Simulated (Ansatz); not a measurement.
The system is V.

```xyz
2
Lattice="2.6043 0.0000 0.0000 -1.3021 2.2554 0.0000 0.0000 0.0000 4.7233" Properties=species:S:1:pos:R:3 pbc="T T T"
V     0.0000    1.5036    1.1808
V     1.3021    0.7518    3.5425
```

This isn't the form of V at room conditions, which is bcc.

Base run:

* Program: Ansatz 0.2.0
* Functional: PBEsol
* Potentials or basis: all-electron LAPW, scalar-relativistic
* Cutoff: 262 eV (chosen from the basis error)
* Basis error allowed: 0.001 eV/atom
* k mesh: 12 × 12 × 6
* Occupations: fermi-dirac, width 0.05 eV
* Spin: collinear spin, ferromagnetic start
* Starting moments: [2.0, 2.0] μB

Its results: pressure -7.2 GPa; net moment 0.00 μB per cell.

Question: The run is repeated on the same cell with these changes: functional from PBEsol to LDA. What comes out?

Answer: Pressure -12.9 GPa; net moment 0.00 μB per cell.

LDA binds more tightly than PBEsol, so the same cell stands under less pressure.

Caveats: the starting moments weren't kept.
